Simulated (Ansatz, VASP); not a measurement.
## One calculation of SiC, two programs

```
Si C
1.0
     3.09185    0.00000    0.00000
    -1.54593    2.67762    0.00000
     0.00000    0.00000    5.07431
Si C
2 2
Direct
  0.66667 0.33333 0.50458
  0.33333 0.66667 0.00458
  0.66667 0.33333 0.88042
  0.33333 0.66667 0.38042
```

Alike in both runs: functional PBE; k mesh 12 × 12 × 6; occupations gaussian, width 0.02 eV; no spin polarisation.

Ansatz relaxed the structure, and its values are those at the end. VASP's run is a single point on that final structure, the one shown.

|  | VASP | Ansatz |
| --- | --- | --- |
| version | VASP 6.6.1 | Ansatz 0.2.0 |
| potentials or method | VASP PAW PBE potentials, release 64 (Si, C) | scalar-relativistic, plane waves, PAW |
| plane-wave cutoff (eV) | 520 | 420 |
| valence electrons in the cell | 16 | 16 |

```csv
,VASP,Ansatz,Ansatz less VASP
gap on the k mesh at the Fermi level (eV),2.30,2.31,+0.004
least direct gap on the mesh (eV),3.94,3.95,+0.003
pressure (GPa),0.0,0.0,+0.05
```

The functional is the same, so the differences come from potentials, cutoffs and numerics.

A k mesh can miss the band edges. A hybrid or GW would open this gap; PBE tends to underestimate it.
